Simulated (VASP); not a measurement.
# Au (Im-3m) in VASP: notebook

The runs below take Au through single point, with PBE.

Everything below comes from runs of VASP 6.6.1. Logs are shortened: lines on timing, memory, paths and dates and some standing lists are left out, and cuts for length are marked.

## Step 1: The crystal as given

It takes space group Im-3m (No. 229, cubic). Conventional cell: a = 3.315 Å, b = 3.315 Å, c = 3.315 Å, α = 90.00°, β = 90.00°, γ = 90.00°. Around Au (site symmetry m-3m) lie 8 Au at 2.87 Å.

This isn't the form of Au at room conditions, which is fcc.

## Step 2: Single point, PBE

INCAR reads:

```
  ADDGRID = F
  ALGO = Normal
  EDIFF = 1E-6
  ENCUT = 460
  GGA = PE
  ISIF = 2
  ISMEAR = -1
  LASPH = T
  LCHARG = F
  LREAL = F
  LWAVE = F
  NBANDS = 12
  NELM = 100
  PREC = Accurate
  SIGMA = 0.15
```

KPOINTS reads:

```
k-points
0
Gamma
  10 10 10
```

POSCAR reads:

```
Au
1.0
   -1.6572690000      1.6572690000      1.6572690000
    1.6572690000     -1.6572690000      1.6572690000
    1.6572690000      1.6572690000     -1.6572690000
Au
1
Direct
    0.0000000000      0.0000000000      0.0000000000
```

Potentials or basis: VASP PAW PBE potentials, release 64 (Au).

The run is started by

```
$ cat potpaw_PBE.64/Au/POTCAR > POTCAR
$ mpirun -np 1 vasp_std > vasp.out
```

OUTCAR:

```text
EDIFF = 1E-6
   ENCUT = 460
   GGA = PE
   ISIF = 2
   ISMEAR = -1
   LASPH = T
   LREAL = F
   NELM = 100
   PREC = Accurate

 Found     47 irreducible k-points:

 Following reciprocal coordinates:
            Coordinates               Weight
  0.000000  0.000000  0.000000      1.000000
  0.100000  0.000000  0.000000     12.000000
  0.200000  0.000000  0.000000     12.000000
  0.300000  0.000000  0.000000     12.000000
  0.400000  0.000000  0.000000     12.000000
  0.500000  0.000000  0.000000      6.000000
   k-points           NKPTS =     47   k-points in BZ     NKDIM =     47   number of bands    NBANDS=     12
   number of dos      NEDOS =    301   number of ions     NIONS =      1
   total plane-waves  NPLWV =   8000
   dimension x,y,z NGX =    20 NGY =   20 NGZ =   20
   dimension x,y,z NGXF=    40 NGYF=   40 NGZF=   40
   ions per type =               1
   NGX,Y,Z   is equivalent  to a cutoff of  11.58, 11.58, 11.58 a.u.
   NGXF,Y,Z  is equivalent  to a cutoff of  23.17, 23.17, 23.17 a.u.
 SYSTEM =  unknown system
   PREC   = accura    normal or accurate (medium, high low for compatibility)
   ISTART =      0    job   : 0-new  1-cont  2-samecut
   ICHARG =      2    charge: 1-file 2-atom 10-const
   ISPIN  =      1    spin polarized calculation?
   LNONCOLLINEAR =      F non collinear calculations
   LSORBIT =      F    spin-orbit coupling
   LASPH  =      T    aspherical Exc in radial PAW
   ENCUT  =  460.0 eV  33.81 Ry    5.81 a.u.   5.02  5.02  5.02*2*pi/ulx,y,z
   NELM   =    100;   NELMIN=  2; NELMDL= -5     # of ELM steps
   EDIFF  = 0.1E-05   stopping-criterion for ELM
   LREAL  =      F    real-space projection
   EDIFFG = 0.1E-04   stopping-criterion for IOM
   NSW    =      0    number of steps for IOM
   IBRION =     -1    ionic relax: 0-MD 1-quasi-New 2-CG
   NFREE  =      0    steps in history (QN), initial steepest desc. (CG)
   ISIF   =      2    stress and relaxation
   ISYM   =      2    0-nonsym 1-usesym 2-fastsym
   POTIM  = 0.5000    time-step for ionic-motion
   TEBEG  =    0.0;   TEEND  =   0.0 temperature during run
   PSTRESS=    0.0 pullay stress
   NELECT =      11.0000    total number of electrons
   NUPDOWN=      -1.0000    fix difference up-down
   EMIN   =  10.00;   EMAX   =-10.00  energy-range for DOS
   EFERMI =   0.00;   METHOD = LEGACY
   ISMEAR =    -1;   SIGMA  =   0.15  broadening in eV -4-tet -1-fermi 0-gaus
   EFERMI_NEDOS =   21; number of points for ismear=-14 and -15
   IALGO  =     38    algorithm
   IMIX   =      4    mixing-type and parameters
     AMIX     =   0.40;   BMIX     =  1.00
     AMIX_MAG =   1.60;   BMIX_MAG =  1.00
  volume/ion in A,a.u.               =      18.21       122.87
  Fermi-wavevector in a.u.,A,eV,Ry     =   1.383968  2.615320 26.060157  1.915367
  Thomas-Fermi vector in A             =   2.508516
   LORBIT       =      0    0 simple, 1 ext, 2 COOP (PROOUT), +10 PAW based schemes
   GGA     = PE    functional components
   LHFCALC =     F    Hartree Fock is set to
   AEXX    =    0.0000 exact exchange contribution
   IVDW    =     0    specifies the selected vdW correction
   LEPSILON=     F    determine dielectric tensor
   LRPA    =     F    only Hartree local field effects (RPA)
 non-spin polarized calculation
  energy-cutoff  :      460.00
  volume of cell :       18.21
 maximum number of plane-waves:       420
   NGX =  9   NGY =  9   NGZ =  9

 number of electron      10.9999996 magnetization

 Free energy of the ion-electron system (eV)
  ---------------------------------------------------
  ext. energy  EPLUGINS =         0.00000000
  ---------------------------------------------------
  free energy    TOTEN  =        -3.20087616 eV

  energy without entropy =       -3.16992123  energy(sigma->0) =       -3.18539869

 E-fermi :   8.5047     XC(G=0): -12.3270

 val. band max:        8.3568749053   @ k =  -0.4000   0.4000   0.2000
 cond. band min:       8.5515995443   @ k =   0.4000   0.1000  -0.0000
 fundamental gap:      0.1947246390
 Fermi energy:         8.5047106317

 k-point     1 :       0.0000    0.0000    0.0000
  band No.  band energies     occupation
      1      -0.7558      2.00000
      2       3.8829      2.00000
      3       3.8829      2.00000
      4       3.8829      2.00000
      5       5.6206      2.00000
      6       5.6206      2.00000
      7      24.9119      0.00000
      8      24.9119      0.00000
      9      24.9119      0.00000
     10      31.5668      0.00000
     11      31.5668      0.00000
     12      31.5668      0.00000

 k-point     2 :       0.1000    0.0000    0.0000
  band No.  band energies     occupation
      1      -0.4117      2.00000
      2       3.7807      2.00000
      3       3.8925      2.00000
      4       4.1171      2.00000
      5       5.5070      2.00000
      6       5.6283      2.00000
      7      24.6589      0.00000
      8      24.9189      0.00000
      9      25.3301      0.00000
     10      29.0029      0.00000
     11      29.3994      0.00000
     12      30.3469      0.00000

 k-point     3 :       0.2000    0.0000    0.0000
  band No.  band energies     occupation
      1       0.5159      2.00000
      2       3.5233      2.00000
      3       3.9333      2.00000
      4       4.7759      2.00000
      5       5.3460      2.00000
      6       5.6567      2.00000
      7      22.1176      0.00000
      8      24.0407      0.00000
      9      26.4648      0.00000
     10      27.6772      0.00000
     11      27.7521      0.00000
     12      28.9593      0.00000

 k-point     4 :       0.3000    0.0000    0.0000
  band No.  band energies     occupation
      1       1.4862      2.00000
      2       3.2234      2.00000
      3       4.4401      2.00000
      4       5.3825      2.00000
      5       5.7084      2.00000
      6       5.7093      2.00000
      7      17.9796      0.00000
      8      22.4104      0.00000
      9      24.8531      0.00000
     10      27.9601      0.00000
     11      28.2603      0.00000
     12      30.7464      0.00000

 k-point     5 :       0.4000    0.0000    0.0000
  band No.  band energies     occupation
      1       1.7543      2.00000
      2       2.9936      2.00000
      3       5.3929      2.00000
      4       5.7669      2.00000
      5       6.3528      2.00000
      6       6.6022      1.99999
      7      14.0105      0.00000
      8      21.1902      0.00000
      9      22.6998      0.00000
     10      28.9375      0.00000
     11      29.2525      0.00000
     12      31.6949      0.00000

 k-point     6 :       0.5000    0.0000    0.0000
  band No.  band energies     occupation
      1       1.7420      2.00000
      2       2.9086      2.00000
      3       5.4851      2.00000
      4       5.7927      2.00000
      5       6.9912      1.99992
      6       8.0666      1.89772
      7      11.6079      0.00000
      8      20.7546      0.00000
      9      21.8746      0.00000
     10      29.3085      0.00000
     11      29.7636      0.00000
     12      31.0544      0.00000

 [... further k-points ...]
[... 5 lines left out ...]
  --------------------------------------------------------------------------------------
  -------------------------------------------------------------------------------------
  Total       -0.1646536     -0.1646536     -0.1646536      0.0000000      0.0000000      0.0000000
  in kB      -14.4891423    -14.4891423    -14.4891423      0.0000000      0.0000000      0.0000000
  external PRESSURE =     -14.4891423 kB  Pullay stress =       0.0000000 kB

 VOLUME and BASIS-vectors are now :
 -----------------------------------------------------------------------------
  energy-cutoff  :      460.00
  volume of cell :       18.21
      direct lattice vectors                 reciprocal lattice vectors
    -1.657269000  1.657269000  1.657269000     0.000000000  0.301701172  0.301701172
     1.657269000 -1.657269000  1.657269000     0.301701172  0.000000000  0.301701172
     1.657269000  1.657269000 -1.657269000     0.301701172  0.301701172  0.000000000

 POSITION                                       TOTAL-FORCE (eV/Angst)
 -----------------------------------------------------------------------------------
      0.00000      0.00000      0.00000         0.000000      0.000000     -0.000000
 -----------------------------------------------------------------------------------
    total drift:                                0.000000     -0.000000      0.000000

  FREE ENERGIE OF THE ION-ELECTRON SYSTEM (eV)
  ---------------------------------------------------
  free  energy   TOTEN  =        -3.2008761604 eV

  energy  without entropy=       -3.1699212287  energy(sigma->0) =       -3.18539869
```

Run time: 6.2 s. Hardware: 1 thread of Intel Xeon 6975P-C (Granite Rapids), shared host; peak memory 0.11 GiB.

These settings aren't checked as converged: the numbers below hold their error.

Results:

```yaml
Free_energy: -3.2009 eV
Pressure: -1.4 GPa
Band_gap_on_the_k_mesh: none (metal or under the smearing width)
```

## Step 3: Single point, PBE

Changes to INCAR since step 2:

```diff
@@ -3,6 +3,6 @@
   EDIFF = 1E-6
-  ENCUT = 460
+  ENCUT = 520
   GGA = PE
   ISIF = 2
-  ISMEAR = -1
+  ISMEAR = 1
   LASPH = T
```

KPOINTS is that of step 2.

POSCAR is that of step 2.

Potentials or basis: VASP PAW PBE potentials, release 64 (Au).

The run is started by

```
$ cat potpaw_PBE.64/Au/POTCAR > POTCAR
$ mpirun -np 1 vasp_std > vasp.out
```

Wall time 5.8 s (1 thread of Intel Xeon 6975P-C (Granite Rapids), shared host); peak memory 0.14 GiB.

The run converged, but some of its settings lie outside the range that counts as converged, so its numbers aren't taken as properties of the crystal.

What came out:

```
Free energy            : -3.1810 eV
Pressure               : -1.9 GPa
Band gap on the k mesh : none (metal or under the smearing width)
```

## Step 4: Single point, PBE

Changes to INCAR since step 3:

```diff
@@ -13,3 +13,3 @@
   NELM = 100
-  PREC = Accurate
+  PREC = Low
   SIGMA = 0.15
```

KPOINTS is that of step 3.

POSCAR is that of step 3.

Potentials or basis: VASP PAW PBE potentials, release 64 (Au).

The run is started by

```
$ cat potpaw_PBE.64/Au/POTCAR > POTCAR
$ mpirun -np 1 vasp_std > vasp.out
```

OUTCAR:

```text
EDIFF = 1E-6
   ENCUT = 520
   GGA = PE
   ISIF = 2
   ISMEAR = 1
   LASPH = T
   LREAL = F
   NELM = 100
   PREC = Low

 Found     47 irreducible k-points:

 Following reciprocal coordinates:
            Coordinates               Weight
  0.000000  0.000000  0.000000      1.000000
  0.100000  0.000000  0.000000     12.000000
  0.200000  0.000000  0.000000     12.000000
  0.300000  0.000000  0.000000     12.000000
  0.400000  0.000000  0.000000     12.000000
  0.500000  0.000000  0.000000      6.000000
   k-points           NKPTS =     47   k-points in BZ     NKDIM =     47   number of bands    NBANDS=     12
[... 156 lines left out ...]
      7      11.6026      0.00000
      8      20.7554      0.00000
      9      21.8725      0.00000
     10      29.3065      0.00000
     11      29.7604      0.00000
     12      31.0541      0.00000

 [... further k-points ...]
[... 5 lines left out ...]
  --------------------------------------------------------------------------------------
  -------------------------------------------------------------------------------------
  Total       -0.2117975     -0.2117975     -0.2117975      0.0000000     -0.0000000      0.0000000
  in kB      -18.6376999    -18.6376999    -18.6376999      0.0000000     -0.0000000      0.0000000
  external PRESSURE =     -18.6376999 kB  Pullay stress =       0.0000000 kB

 VOLUME and BASIS-vectors are now :
 -----------------------------------------------------------------------------
  energy-cutoff  :      520.00
  volume of cell :       18.21
      direct lattice vectors                 reciprocal lattice vectors
    -1.657269000  1.657269000  1.657269000     0.000000000  0.301701172  0.301701172
     1.657269000 -1.657269000  1.657269000     0.301701172  0.000000000  0.301701172
     1.657269000  1.657269000 -1.657269000     0.301701172  0.301701172  0.000000000

 POSITION                                       TOTAL-FORCE (eV/Angst)
 -----------------------------------------------------------------------------------
      0.00000      0.00000      0.00000         0.000000      0.000000      0.000000
 -----------------------------------------------------------------------------------
    total drift:                                0.000000     -0.000000     -0.000000

  FREE ENERGIE OF THE ION-ELECTRON SYSTEM (eV)
  ---------------------------------------------------
  free  energy   TOTEN  =        -3.1815501435 eV

  energy  without entropy=       -3.1791935593  energy(sigma->0) =       -3.18076462
```

OSZICAR:

```text
N       E                     dE             d eps       ncg     rms          rms(c)
DAV:   1     0.495524205708E+02    0.49552E+02   -0.54290E+03  1200   0.806E+02
DAV:   2    -0.275838924217E+01   -0.52311E+02   -0.48869E+02  1360   0.184E+02
DAV:   3    -0.346238082529E+01   -0.70399E+00   -0.70295E+00  1348   0.207E+01
DAV:   4    -0.346473292120E+01   -0.23521E-02   -0.23520E-02  1260   0.140E+00
DAV:   5    -0.346475148781E+01   -0.18567E-04   -0.18568E-04  1368   0.119E-01    0.740E+00
DAV:   6    -0.319890801843E+01    0.26584E+00   -0.77501E-01  1200   0.693E+00    0.490E+00
DAV:   7    -0.318351066570E+01    0.15397E-01   -0.52361E-02  1312   0.182E+00    0.261E+00
DAV:   8    -0.318157069171E+01    0.19400E-02   -0.13534E-03  1204   0.311E-01    0.272E-01
DAV:   9    -0.318154396203E+01    0.26730E-04   -0.26433E-05  1244   0.429E-02    0.253E-02
DAV:  10    -0.318155024402E+01   -0.62820E-05   -0.35427E-06  1280   0.178E-02    0.552E-03
DAV:  11    -0.318155014349E+01    0.10054E-06   -0.68424E-08   636   0.207E-03
   1 F= -.31815501E+01 E0= -.31807646E+01  d E =-.235658E-02
```

stdout:

```text
POSCAR found type information on POSCAR Au
 POSCAR found :  1 types and       1 ions
 scaLAPACK will be used
 LDA part: xc-table for (Slater+PW92), standard interpolation
 POSCAR, INCAR and KPOINTS ok, starting setup
 FFT: planning ... GRIDC
 FFT: planning ... GRID_SOFT
 FFT: planning ... GRID
 WAVECAR not read
 entering main loop
```

Wall time 3.2 s (1 thread of Intel Xeon 6975P-C (Granite Rapids), shared host); peak memory 0.1 GiB.

The run converged, but some of its settings lie outside the range that counts as converged, so its numbers aren't taken as properties of the crystal.

What came out:

* Free energy: -3.1816 eV
* Pressure: -1.9 GPa
* Band gap on the k mesh: none (metal or under the smearing width)

## Step 5: Single point, PBE

Changes to INCAR since step 4:

```diff
@@ -13,3 +13,3 @@
   NELM = 100
-  PREC = Low
+  PREC = Normal
   SIGMA = 0.15
```

KPOINTS is that of step 4.

POSCAR is that of step 4.

The run is started by

```
$ cat potpaw_PBE.64/Au/POTCAR > POTCAR
$ mpirun -np 1 vasp_std > vasp.out
```

Wall time 3.5 s (1 thread of Intel Xeon 6975P-C (Granite Rapids), shared host); peak memory 0.11 GiB.

The run converged, but some of its settings lie outside the range that counts as converged, so its numbers aren't taken as properties of the crystal.

What came out:

```
Free energy            : -3.1810 eV
Pressure               : -1.9 GPa
Band gap on the k mesh : none (metal or under the smearing width)
```

(Part 1 of 2 ends here.)
